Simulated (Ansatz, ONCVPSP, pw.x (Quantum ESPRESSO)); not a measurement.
La (Z = 57): one change to the ONCV potential, in the atom and in the bcc crystal

```json
{
 "Element": "lanthanum (La)",
 "Generator": "ONCVPSP 4.0.1",
 "Type": "optimised norm-conserving Vanderbilt (ONCV)",
 "Functional": "PBE",
 "Relativity": "scalar-relativistic",
 "Frozen core": "[Kr] 4d10",
 "Valence charge": "11",
 "Reference configuration": "5s2 5p6 5d1 6s1.75 (charge +0.25)",
 "Partial waves": "5s+6s: rc 2.40 bohr, ncon 4, nbas 8, qcut 4.2 1/bohr, 2 projectors; 5p: rc 3.00 bohr, ncon 4, nbas 8, qcut 3.9 1/bohr, 1 projector; 5d: rc 3.50 bohr, ncon 3, nbas 8, qcut 3.9 1/bohr, 2 projectors, debl 3.7 Ha; f scattering state at 0.08 Ha: rc 3.80 bohr, ncon 4, nbas 7, qcut 3.1 1/bohr, 1 projector",
 "Local potential": "polynomial inside 1.95 bohr (lpopt 2, dvloc0 0 Ha)",
 "Core correction": "Teter function, fcfact 5.75, rcfact 1.6"
}
```

In the f channel the program set the typed energies aside and used -0.209 Ha.

Change: all radii but the core radius scaled by about 0.94 (s 2.26, p 2.84, d 3.30, f 3.60 bohr); local potential polynomial inside 1.84 bohr (lpopt 2, dvloc0 0 Ha).

Cutoffs, loose and tight: the cutoffs (Ha) at which the residual kinetic energy of the hardest occupied pseudo-wave falls to 1 and 0.1 mHa per electron. They do not see the model core or the augmentation charge, which bear on the density cutoff. Test errors are all-electron minus pseudo excitation energies from the reference, over the configurations 5s2 5p6 5d1 6s2; 5s2 5p6 5d1 6s1; 5s2 5p6 5d1 6s0; 5s2 5p5 5d1 6s2; variants that change the core or the reference have their own tests.

Crystal test: bcc La in pw.x 7.5, no spin, 11³ k-points, Fermi–Dirac smearing 0.01 Ry, cutoffs set for each file from its atomic test. The reference is all-electron LAPW (Ansatz 0.2.0) with the same functional, mesh and smearing; V0 and B0 come from Birch–Murnaghan fits to the pressures at five volumes. Errors are pseudo minus all-electron; Δ is the rms difference of the E(V) curves that follow from these fits, minima aligned, over ±6 % about the mean V0. Mesh and smearing are coarse, so the numbers serve the comparison and aren't converged zero-temperature values; the lattice is a test structure that the element need not adopt.

All-electron: a0 = 4.241 Å (V0 = 38.13 Å³/atom), B0 = 25.4 GPa.

**Question.** Does the change bring the crystal closer to the all-electron result?

**Answer.** The mean pressure error goes from +2.28 to +0.49 GPa, so the change moves the solid closer to the all-electron pressures.

```tsv
quantity	base	changed
outcome (atom)	generated, projector energies reset by the program	generated, projector energies reset by the program
cutoff, loose (atom)	7.1 Ha	7.8 Ha
cutoff, tight (atom)	9.8 Ha	20 Ha
bound ghosts (atom)	none	none
largest test error (meV) (atom)	-96	-77
cutoffs in pw.x (Ry)	50/200	50/200
a0 (Å)	–	4.267
a0 error (%)	–	+0.62
B0 error (%)	–	-0.3
Δ (meV/atom)	–	4.0
mean pressure error (GPa)	+2.28	+0.49
```

A dash: not determined, or the minimum lies outside the volumes sampled.

Base: The largest radius (3.80 bohr) exceeds half the bond length (3.46 bohr), so the spheres overlap, which is one possible source of error among others. This is a poor potential for the solid. Changed file: The largest radius (3.60 bohr) exceeds half the bond length (3.46 bohr), so the spheres overlap, which is one possible source of error among others. This is a poor potential for the solid.
